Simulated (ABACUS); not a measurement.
Here is an ABACUS 3.10.1 calculation.

Contents of run_abacus.py:

```python
"""ABACUS run from a structure file: ASE reads it, the script writes STRU, KPT and INPUT."""
import re
import subprocess
from ase.io import read
from ase.units import Bohr

atoms = read("GaSb.cif")
atoms = atoms[(-atoms.numbers).argsort(kind="stable")]  # ABACUS lists atoms element by element
pseudo = {'Sb': 'Sb_ONCV_PBE-1.2.upf', 'Ga': 'Ga_ONCV_PBE-1.2.upf'}
orbital = {'Sb': 'Sb_confined-atom_8au_2s2p2d.orb', 'Ga': 'Ga_confined-atom_8au_2s2p2d.orb'}
magmoms = None
kmesh = [7, 7, 7]
params = {
    'suffix': 'GaSb',
    'calculation': 'scf',
    'basis_type': 'lcao',
    'pseudo_dir': './',
    'orbital_dir': './',
    'symmetry': 1,
    'dft_functional': 'pbesol',
    'ecutwfc': 100,
    'pseudo_rcut': 10,
    'nspin': 1,
    'nbands': 24,
    'ks_solver': 'genelpa',
    'smearing_method': 'fd',
    'smearing_sigma': 0.00367493,
    'scf_thr': 1e-07,
    'scf_nmax': 100,
    'mixing_type': 'broyden',
    'mixing_beta': 0.7,
    'cal_force': 1,
    'cal_stress': 1,
    'out_mul': 1,
    'out_chg': 1,
    'out_pot': 2,
    'out_elf': 1,
}

symbols = atoms.get_chemical_symbols()
elements = list(dict.fromkeys(symbols))
lines = ["ATOMIC_SPECIES"] + [f"{e} {atoms.get_masses()[symbols.index(e)]:.4f} {pseudo[e]}" for e in elements]
if orbital:
    lines += ["", "NUMERICAL_ORBITAL"] + [orbital[e] for e in elements]
lines += ["", "LATTICE_CONSTANT", f"{1 / Bohr:.10f}", "", "LATTICE_VECTORS"]
lines += [" ".join(f"{x:.10f}" for x in v) for v in atoms.cell]
lines += ["", "ATOMIC_POSITIONS", "Direct"]
for e in elements:
    lines += ["", e, "0.0", str(symbols.count(e))]
    for i, p in enumerate(atoms.get_scaled_positions(wrap=False)):
        if symbols[i] == e:
            mag = "" if magmoms is None else " mag " + " ".join(str(x) for x in (magmoms[i] if isinstance(magmoms[i], list) else [magmoms[i]]))
            lines.append(" ".join(f"{x:.10f}" for x in p) + " 1 1 1" + mag)
open("STRU", "w").write("\n".join(lines) + "\n")
open("KPT", "w").write("K_POINTS\n0\nGamma\n%d %d %d 0 0 0\n" % tuple(kmesh))
open("INPUT", "w").write("INPUT_PARAMETERS\n" + "".join(f"{k:<20s}{v}\n" for k, v in params.items()))

done = subprocess.run(['mpirun', '-np', '4', 'abacus'])
if done.returncode:
    raise SystemExit(done.returncode)
log = open("OUT.GaSb/running_scf.log").read()
print("final energy (eV):", re.findall(r"FINAL_ETOT_IS (\S+)", log))
```

GaSb.cif

```cif
data_GaSb
_cell_length_a 4.32607929
_cell_length_b 4.32607929
_cell_length_c 4.32607929
_cell_angle_alpha 60.00000000
_cell_angle_beta 60.00000000
_cell_angle_gamma 60.00000000
_space_group_name_H-M_alt 'P1'
_space_group_name_Hall 'P 1'
_space_group_IT_number 1
loop_
_space_group_symop_operation_xyz
'x,y,z'
loop_
_atom_site_label
_atom_site_type_symbol
_atom_site_symmetry_multiplicity
_atom_site_Wyckoff_symbol
_atom_site_fract_x
_atom_site_fract_y
_atom_site_fract_z
_atom_site_occupancy
Sb1 Sb 1 a 0.7500000000 0.7500000000 0.7500000000 1
Ga1 Ga 1 a 0.0000000000 0.0000000000 0.0000000000 1
```

Potentials or basis: SG15 ONCV 1.2 PBE, DZP LCAO (the cutoffs set its grid).

Launch:

```console
$ OMP_NUM_THREADS=1 python run_abacus.py > log
```

Predict the pressure.

0.9 GPa.

Estimate the band gap on the k mesh.

0.16 eV, direct.

Caveat: the atomic orbitals were generated for these runs and aren't a published set; the potentials were made for another functional, which shifts forces and pressure; spin-orbit coupling is left out, which moves the levels of the heavy elements; an odd mesh through Γ misses points on the zone boundary, where band edges often lie; the basis of atomic orbitals isn't converged, which shifts pressures, moduli and gaps.

The gap isn't set beside the measured one, since this odd mesh misses points on the zone boundary.
